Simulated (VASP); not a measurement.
# SnSe (Pnma) in VASP: a series of runs

Aim: see how the results for SnSe move with the level of theory and the settings. Levels: rev-vdW-DF2, PBE+D3(BJ). Tasks: band structure.

All numbers are computed with VASP 6.6.1; they aren't measurements. Logs are shortened: lines on timing, memory, paths and dates and some standing lists are left out, and cuts for length are marked.

**The experiment to reproduce.**

“Linear dichroism of the optical properties of SnS and SnSe van der Waals crystals”, 2024, arxiv:2409.17412 reports, for a bulk crystal of SnSe: band gap 0.99 eV (indirect) at 20 K; band gap 0.89 eV (indirect) at 300 K.

The results are compared with them further down.

## (1) The crystal as given

The structure is orthorhombic, space group Pnma (No. 62). Conventional cell: a = 11.646 Å, b = 4.200 Å, c = 4.451 Å, α = 90.00°, β = 90.00°, γ = 90.00°. Sn (site symmetry m) is surrounded by 3 Se at 2.78 to 2.83 Å. Se (site symmetry m) has 3 Sn at 2.78 to 2.83 Å as nearest neighbours.

## (2) Band structure, rev-vdW-DF2

Contents of INCAR:

```
SYSTEM = SnSe
  PREC = Accurate
  ENCUT = 520
  EDIFF = 1E-6
  ISMEAR = 0
  SIGMA = 0.03
  LREAL = .FALSE.
  LASPH = .TRUE.
  NELM = 80
  ALGO = Fast
  ISIF = 2
  LWAVE = .FALSE.
  LCHARG = .FALSE.
  GGA = MK
  LUSE_VDW = .TRUE.
  AGGAC = 0.0
  PARAM1 = 0.1234
  PARAM2 = 0.711357
  ZAB_VDW = -1.8867
  NBANDS = 50
  ICORELEVEL = 1
  KPAR = 2
```

Contents of KPOINTS:

```
Automatic mesh
0
G
  4 8 8
  0 0 0
```

Contents of POSCAR:

```
SnSe                                    
1.0
   11.6457342620      0.0000000000      0.0000000000
    0.0000000000      4.2001906107     -0.0000000000
    0.0000000000     -0.0000000000      4.4511259172
  Sn              Se            
     4     4
Direct
     0.1196399814410344    0.2500000000000000    0.1014250481537961
     0.3803600185589656    0.7500000000000000    0.6014250481537960
     0.6196399814410345    0.2500000000000000    0.3985749518462039
     0.8803600185589655    0.7500000000000000    0.8985749518462040
     0.3563968238542425    0.2500000000000000    0.0233544331874238
     0.1436031761457575    0.7500000000000000    0.5233544331874238
     0.8563968238542424    0.2500000000000000    0.4766455668125762
     0.6436031761457576    0.7500000000000000    0.9766455668125762
```

Contents of KPOINTS_OPT:

```
explicit points
128
Reciprocal
 0.0000000000  0.0000000000  0.0000000000 1
 0.0000000000  0.0555555556  0.0000000000 1
 0.0000000000  0.1111111111  0.0000000000 1
 0.0000000000  0.1666666667  0.0000000000 1
 0.0000000000  0.2222222222  0.0000000000 1
 0.0000000000  0.2777777778  0.0000000000 1
[... 120 lines left out ...]
 0.0000000000  0.0000000000  0.5000000000 1
 0.5000000000  0.0000000000  0.0000000000 1
```

Potentials or basis: VASP PAW PBE potentials, release 64 (Sn_d, Se).

The run is started by

```console
cat potpaw_PBE.64/Sn_d/POTCAR potpaw_PBE.64/Se/POTCAR > POTCAR
mpirun -np 2 vasp_std > vasp.out
```

OUTCAR:

```text
SYSTEM = SnSe
   PREC = Accurate
   ENCUT = 520
   EDIFF = 1E-6
   ISMEAR = 0
   LREAL = .FALSE.
   LASPH = .TRUE.
   NELM = 80
   ISIF = 2
   GGA = MK

 ion  position               nearest neighbor table
   1  0.120  0.250  0.101-   5 2.78   6 2.83   6 2.83   4 3.60   4 3.60
   2  0.380  0.750  0.601-   6 2.78   5 2.83   5 2.83   3 3.60   3 3.60
   3  0.620  0.250  0.399-   7 2.78   8 2.83   8 2.83   2 3.60   2 3.60
   4  0.880  0.750  0.899-   8 2.78   7 2.83   7 2.83   1 3.60   1 3.60
   5  0.356  0.250  0.023-   1 2.78   2 2.83   2 2.83
   6  0.144  0.750  0.523-   2 2.78   1 2.83   1 2.83
   7  0.856  0.250  0.477-   3 2.78   4 2.83   4 2.83
   8  0.644  0.750  0.977-   4 2.78   3 2.83   3 2.83

  LATTYP: Found a simple orthorhombic cell.
 ALAT       =     4.2001906107
 B/A-ratio  =     1.0597437902
 C/A-ratio  =     2.7726680385

  Lattice vectors:

 A1 = (   0.0000000000,   4.2001906107,   0.0000000000)
 A2 = (   0.0000000000,   0.0000000000,   4.4511259172)
 A3 = (  11.6457342620,   0.0000000000,   0.0000000000)

Analysis of symmetry for initial positions (statically):
=====================================================================
 Subroutine PRICEL returns:
 Original cell was already a primitive cell.

 Routine SETGRP: Setting up the symmetry group for a
 simple orthorhombic supercell.

 Subroutine GETGRP returns: Found  8 space group operations
 (whereof  2 operations were pure point group operations)
 out of a pool of  8 trial point group operations.

The static configuration has the point symmetry S_2 .
 The point group associated with its full space group is D_2h.

Analysis of symmetry for dynamics (positions and initial velocities):
=====================================================================
 Subroutine PRICEL returns:
 Original cell was already a primitive cell.

 Routine SETGRP: Setting up the symmetry group for a
 simple orthorhombic supercell.

 Subroutine GETGRP returns: Found  8 space group operations
 (whereof  2 operations were pure point group operations)
 out of a pool of  8 trial point group operations.

The dynamic configuration has the point symmetry S_2 .
 The point group associated with its full space group is D_2h.

 Subroutine INISYM returns: Found  8 space group operations
 (whereof  2 operations are pure point group operations),
 and found     1 'primitive' translations

----------------------------------------------------------------------------------------

                                     Primitive cell

  volume of cell :     217.7237

  direct lattice vectors                    reciprocal lattice vectors
    11.645734262  0.000000000  0.000000000     0.085868351  0.000000000  0.000000000
     0.000000000  4.200190611  0.000000000     0.000000000  0.238084433  0.000000000
     0.000000000  0.000000000  4.451125917     0.000000000  0.000000000  0.224662258

  length of vectors
    11.645734262  4.200190611  4.451125917     0.085868351  0.238084433  0.224662258

  position of ions in fractional coordinates (direct lattice)
     0.119639981  0.250000000  0.101425048
     0.380360019  0.750000000  0.601425048
     0.619639981  0.250000000  0.398574952
     0.880360019  0.750000000  0.898574952
     0.356396824  0.250000000  0.023354433
     0.143603176  0.750000000  0.523354433
     0.856396824  0.250000000  0.476645567
     0.643603176  0.750000000  0.976645567

  ion indices of the primitive-cell ions
   primitive index   ion index
                 1           1
                 2           2
                 3           3
                 4           4
                 5           5
                 6           6
                 7           7
                 8           8

----------------------------------------------------------------------------------------

 KPOINTS: Automatic mesh

Automatic generation of k-mesh.
 Grid dimensions read from file:
 generate k-points for:    4    8    8

 Generating k-lattice:

  Cartesian coordinates                     Fractional coordinates (reciprocal lattice)
     0.021467088  0.000000000  0.000000000     0.250000000  0.000000000  0.000000000
     0.000000000  0.029760554  0.000000000     0.000000000  0.125000000  0.000000000
     0.000000000  0.000000000  0.028082782     0.000000000  0.000000000  0.125000000

  Length of vectors
     0.021467088  0.029760554  0.028082782

  Shift w.r.t. Gamma in fractional coordinates (k-lattice)
     0.000000000  0.000000000  0.000000000

 Subroutine IBZKPT returns following result:
 ===========================================

 Found     75 irreducible k-points:

 Following reciprocal coordinates:
            Coordinates               Weight
  0.000000  0.000000  0.000000      1.000000
  0.250000  0.000000  0.000000      2.000000
  0.500000  0.000000  0.000000      1.000000
  0.000000  0.125000  0.000000      2.000000
  0.250000  0.125000  0.000000      4.000000
  0.500000  0.125000  0.000000      2.000000
[... 16 lines left out ...]
  0.250000  0.250000  0.125000      8.000000
  0.500000  0.250000  0.125000      4.000000
 [... further k-points ...]
   k-points           NKPTS =     75   k-points in BZ     NKDIM =     75   number of bands    NBANDS=     50
   number of dos      NEDOS =    301   number of ions     NIONS =      8
   total plane-waves  NPLWV = 103680
   dimension x,y,z NGX =    90 NGY =   32 NGZ =   36
   dimension x,y,z NGXF=   180 NGYF=   64 NGZF=   72
   ions per type =               4   4
   NGX,Y,Z   is equivalent  to a cutoff of  12.85, 12.67, 13.45 a.u.
   NGXF,Y,Z  is equivalent  to a cutoff of  25.70, 25.33, 26.89 a.u.
 SYSTEM =  SnSe
   PREC   = accura    normal or accurate (medium, high low for compatibility)
   ISTART =      0    job   : 0-new  1-cont  2-samecut
   ICHARG =      2    charge: 1-file 2-atom 10-const
   ISPIN  =      1    spin polarized calculation?
   LNONCOLLINEAR =      F non collinear calculations
   LSORBIT =      F    spin-orbit coupling
   LASPH  =      T    aspherical Exc in radial PAW
   ENCUT  =  520.0 eV  38.22 Ry    6.18 a.u.  21.65  7.81  8.28*2*pi/ulx,y,z
   NELM   =     80;   NELMIN=  2; NELMDL= -5     # of ELM steps
   EDIFF  = 0.1E-05   stopping-criterion for ELM
   LREAL  =      F    real-space projection
   EDIFFG = 0.1E-04   stopping-criterion for IOM
   NSW    =      0    number of steps for IOM
   IBRION =     -1    ionic relax: 0-MD 1-quasi-New 2-CG
   NFREE  =      0    steps in history (QN), initial steepest desc. (CG)
   ISIF   =      2    stress and relaxation
   ISYM   =      2    0-nonsym 1-usesym 2-fastsym
   POTIM  = 0.5000    time-step for ionic-motion
   TEBEG  =    0.0;   TEEND  =   0.0 temperature during run
   PSTRESS=    0.0 pullay stress
   NELECT =      80.0000    total number of electrons
   NUPDOWN=      -1.0000    fix difference up-down
   EMIN   =  10.00;   EMAX   =-10.00  energy-range for DOS
   EFERMI =   0.00;   METHOD = LEGACY
   ISMEAR =     0;   SIGMA  =   0.03  broadening in eV -4-tet -1-fermi 0-gaus
   EFERMI_NEDOS =   21; number of points for ismear=-14 and -15
   IALGO  =     68    algorithm
   IMIX   =      4    mixing-type and parameters
     AMIX     =   0.40;   BMIX     =  1.00
     AMIX_MAG =   1.60;   BMIX_MAG =  1.00
  volume/ion in A,a.u.               =      27.22       183.66
  Fermi-wavevector in a.u.,A,eV,Ry     =   1.172563  2.215823 18.706709  1.374904
  Thomas-Fermi vector in A             =   2.308990
   LORBIT       =      0    0 simple, 1 ext, 2 COOP (PROOUT), +10 PAW based schemes
   GGA     = MK    functional components
   LHFCALC =     F    Hartree Fock is set to
   AEXX    =    0.0000 exact exchange contribution
   IVDW_NL    =     1    kernel type
   BPARAM     = 6.3000
   IVDW    =     0    specifies the selected vdW correction
   LEPSILON=     F    determine dielectric tensor
   LRPA    =     F    only Hartree local field effects (RPA)
 non-spin polarized calculation
 RMM-DIIS sequential band-by-band and
 Gauss-broadening in eV      SIGMA  =   0.03
  energy-cutoff  :      520.00
  volume of cell :      217.72
 maximum number of plane-waves:      5884
 NGX is ok and might be reduce to    90
   NGX = 43   NGY = 15   NGZ = 17

 number of electron      80.0000013 magnetization

 Free energy of the ion-electron system (eV)
  ---------------------------------------------------
  ext. energy  EPLUGINS =         0.00000000
  ---------------------------------------------------
  free energy    TOTEN  =       -16.20342116 eV

  energy without entropy =      -16.20342116  energy(sigma->0) =      -16.20342116

 the core state eigenenergies are
   1-  1s -28997.3298  2s  -4368.8005  2p  -3920.4255  3s   -835.0042  3p   -688.5523
       3d   -463.2671  4s   -123.8823  4p    -79.6585
   2-  1s -28997.3298  2s  -4368.8005  2p  -3920.4255  3s   -835.0042  3p   -688.5523
       3d   -463.2671  4s   -123.8823  4p    -79.6585
   3-  1s -28997.3298  2s  -4368.8005  2p  -3920.4255  3s   -835.0042  3p   -688.5523
       3d   -463.2671  4s   -123.8823  4p    -79.6585
   4-  1s -28997.3298  2s  -4368.8005  2p  -3920.4255  3s   -835.0042  3p   -688.5523
       3d   -463.2671  4s   -123.8823  4p    -79.6585
   5-  1s -12491.8210  2s  -1595.3507  2p  -1401.6974  3s   -202.0486  3p   -141.5207
       3d    -41.7093
   6-  1s -12491.8210  2s  -1595.3507  2p  -1401.6974  3s   -202.0486  3p   -141.5207
       3d    -41.7093
   7-  1s -12491.8210  2s  -1595.3507  2p  -1401.6974  3s   -202.0486  3p   -141.5207
       3d    -41.7093
   8-  1s -12491.8210  2s  -1595.3507  2p  -1401.6974  3s   -202.0486  3p   -141.5207
       3d    -41.7093

 E-fermi :   5.2605     XC(G=0):  -9.6682

 val. band max:        5.1193904001   @ k =   0.0000   0.0000   0.3750
 cond. band min:       5.7381004015   @ k =   0.0000   0.3750   0.0000
 fundamental gap:      0.6187100014
 Fermi energy:         5.2605123957

 k-point     1 :       0.0000    0.0000    0.0000
  band No.  band energies     occupation
      1     -16.1680      2.00000
      2     -16.1568      2.00000
      3     -16.1551      2.00000
      4     -16.1524      2.00000
      5     -16.1515      2.00000
      6     -16.1490      2.00000
[... 42 lines left out ...]
     49       9.7187      0.00000
     50      10.0779      0.00000

 k-point     2 :       0.2500    0.0000    0.0000
  band No.  band energies     occupation
      1     -16.1667      2.00000
      2     -16.1591      2.00000
      3     -16.1545      2.00000
      4     -16.1521      2.00000
      5     -16.1520      2.00000
      6     -16.1500      2.00000
[... 42 lines left out ...]
     49       9.8883      0.00000
     50      10.0949      0.00000

 k-point     3 :       0.5000    0.0000    0.0000
  band No.  band energies     occupation
      1     -16.1633      2.00000
      2     -16.1633      2.00000
      3     -16.1533      2.00000
      4     -16.1533      2.00000
      5     -16.1512      2.00000
      6     -16.1512      2.00000
[... 42 lines left out ...]
     49       9.9521      0.00000
     50      10.6368      0.00000

 k-point     4 :       0.0000    0.1250    0.0000
  band No.  band energies     occupation
      1     -16.1648      2.00000
      2     -16.1556      2.00000
      3     -16.1536      2.00000
      4     -16.1524      2.00000
      5     -16.1508      2.00000
      6     -16.1500      2.00000
[... 42 lines left out ...]
     49       9.4811      0.00000
     50      10.0504      0.00000

 k-point     5 :       0.2500    0.1250    0.0000
  band No.  band energies     occupation
      1     -16.1637      2.00000
      2     -16.1572      2.00000
      3     -16.1534      2.00000
      4     -16.1525      2.00000
      5     -16.1515      2.00000
      6     -16.1505      2.00000
[... 42 lines left out ...]
     49       9.6376      0.00000
     50      10.0388      0.00000

 k-point     6 :       0.5000    0.1250    0.0000
  band No.  band energies     occupation
      1     -16.1607      2.00000
      2     -16.1607      2.00000
      3     -16.1526      2.00000
      4     -16.1526      2.00000
      5     -16.1516      2.00000
      6     -16.1516      2.00000
      7     -16.1465      2.00000
      8     -16.1465      2.00000

------------------------ aborting loop because EDIFF is reached ----------------------------------------

  FORCE on cell =-STRESS in cart. coord.  units (eV):
  Direction    XX          YY          ZZ          XY          YZ          ZX
  --------------------------------------------------------------------------------------
  -------------------------------------------------------------------------------------
  Total       -0.0124326     -0.0066057     -0.0237906      0.0000000      0.0000000      0.0000000
  in kB       -0.0914883     -0.0486098     -0.1750691      0.0000000      0.0000000      0.0000000
  external PRESSURE =      -0.1050557 kB  Pullay stress =       0.0000000 kB

 VOLUME and BASIS-vectors are now :
 -----------------------------------------------------------------------------
  energy-cutoff  :      520.00
  volume of cell :      217.72
      direct lattice vectors                 reciprocal lattice vectors
    11.645734262  0.000000000  0.000000000     0.085868351  0.000000000  0.000000000
     0.000000000  4.200190611  0.000000000     0.000000000  0.238084433  0.000000000
     0.000000000  0.000000000  4.451125917     0.000000000  0.000000000  0.224662258

 POSITION                                       TOTAL-FORCE (eV/Angst)
 -----------------------------------------------------------------------------------
      1.39330      1.05005      0.45146         0.000850     -0.000000      0.002484
      4.42957      3.15014      2.67702        -0.000850     -0.000000      0.002484
      7.21616      1.05005      1.77411         0.000850      0.000000     -0.002484
     10.25244      3.15014      3.99967        -0.000850      0.000000     -0.002484
      4.15050      1.05005      0.10395         0.002597      0.000000      0.002574
      1.67236      3.15014      2.32952        -0.002597      0.000000      0.002574
      9.97337      1.05005      2.12161         0.002597      0.000000     -0.002574
      7.49523      3.15014      4.34717        -0.002597      0.000000     -0.002574
 -----------------------------------------------------------------------------------
    total drift:                                0.000000     -0.000000      0.000000

  FREE ENERGIE OF THE ION-ELECTRON SYSTEM (eV)
  ---------------------------------------------------
  free  energy   TOTEN  =       -16.2034211625 eV

  energy  without entropy=      -16.2034211625  energy(sigma->0) =      -16.20342116

Total vdW correction in eV:     12.8552165
```

It took 14 min on 2 MPI ranks of Intel Xeon Platinum 8488C (Sapphire Rapids), shared host; peak memory 1.2 GiB.

Results:

- Free energy: -16.2034 eV
- Pressure: 0.0 GPa
- Largest force: 0.004 eV/Å
- Band gap on the k mesh: 0.62 eV, indirect (least direct gap 0.84 eV)
- Band gap along the path: 0.52 eV, indirect (least direct gap 0.69 eV)

Forces on the atoms (eV/Å):
```
Sn   0.001  0.000  0.002
Sn  -0.001  0.000  0.002
Sn   0.001  0.000 -0.002
Sn  -0.001  0.000 -0.002
Se   0.003  0.000  0.003
Se  -0.003  0.000  0.003
Se   0.003  0.000 -0.003
Se  -0.003  0.000 -0.003
```

Levels at the corners of the path, in eV from the valence-band top:
```csv
point,band 37,band 38,band 39,band 40,band 41,band 42,band 43,band 44
Γ,-1.53,-1.26,-0.67,-0.53,0.65,2.89,3.11,3.15
X,-0.95,-0.95,-0.71,-0.71,1.01,1.01,1.28,1.28
X,-0.95,-0.95,-0.71,-0.71,1.01,1.01,1.28,1.28
S,-2.24,-2.24,-1.41,-1.41,2.60,2.60,3.02,3.02
S,-2.24,-2.24,-1.41,-1.41,2.60,2.60,3.02,3.02
Y,-0.76,-0.76,-0.27,-0.27,1.21,1.21,1.56,1.56
Y,-0.76,-0.76,-0.27,-0.27,1.21,1.21,1.56,1.56
Γ,-1.53,-1.26,-0.67,-0.53,0.65,2.89,3.11,3.15
Γ,-1.53,-1.26,-0.67,-0.53,0.65,2.89,3.11,3.15
Z,-1.79,-1.79,-0.54,-0.54,2.52,2.52,2.77,2.77
Z,-1.79,-1.79,-0.54,-0.54,2.52,2.52,2.77,2.77
U,-0.93,-0.93,-0.93,-0.93,1.39,1.39,1.39,1.39
U,-0.93,-0.93,-0.93,-0.93,1.39,1.39,1.39,1.39
R,-1.53,-1.53,-1.53,-1.53,2.48,2.48,2.48,2.48
R,-1.53,-1.53,-1.53,-1.53,2.48,2.48,2.48,2.48
T,-0.44,-0.44,-0.27,-0.27,1.18,1.18,1.61,1.61
T,-0.44,-0.44,-0.27,-0.27,1.18,1.18,1.61,1.61
Z,-1.79,-1.79,-0.54,-0.54,2.52,2.52,2.77,2.77
Y,-0.76,-0.76,-0.27,-0.27,1.21,1.21,1.56,1.56
T,-0.44,-0.44,-0.27,-0.27,1.18,1.18,1.61,1.61
U,-0.93,-0.93,-0.93,-0.93,1.39,1.39,1.39,1.39
X,-0.95,-0.95,-0.71,-0.71,1.01,1.01,1.28,1.28
S,-2.24,-2.24,-1.41,-1.41,2.60,2.60,3.02,3.02
R,-1.53,-1.53,-1.53,-1.53,2.48,2.48,2.48,2.48
```

Core levels (eV, on the scale of the bands):
```
atom                                                                                     levels
1 Sn  1s -28997.3, 2s -4368.8, 2p -3920.4, 3s -835.0, 3p -688.6, 3d -463.3, 4s -123.9, 4p -79.7
2 Sn  1s -28997.3, 2s -4368.8, 2p -3920.4, 3s -835.0, 3p -688.6, 3d -463.3, 4s -123.9, 4p -79.7
3 Sn  1s -28997.3, 2s -4368.8, 2p -3920.4, 3s -835.0, 3p -688.6, 3d -463.3, 4s -123.9, 4p -79.7
4 Sn  1s -28997.3, 2s -4368.8, 2p -3920.4, 3s -835.0, 3p -688.6, 3d -463.3, 4s -123.9, 4p -79.7
5 Se                        1s -12491.8, 2s -1595.4, 2p -1401.7, 3s -202.0, 3p -141.5, 3d -41.7
6 Se                        1s -12491.8, 2s -1595.4, 2p -1401.7, 3s -202.0, 3p -141.5, 3d -41.7
```

Caveat: the PAW data sets were made with another functional, which shifts forces and pressure a little; spin-orbit coupling is left out, which moves the levels of the heavy elements; the mesh misses the band edges, which the band path finds closer together.

(Part 1 of 2 ends here.)
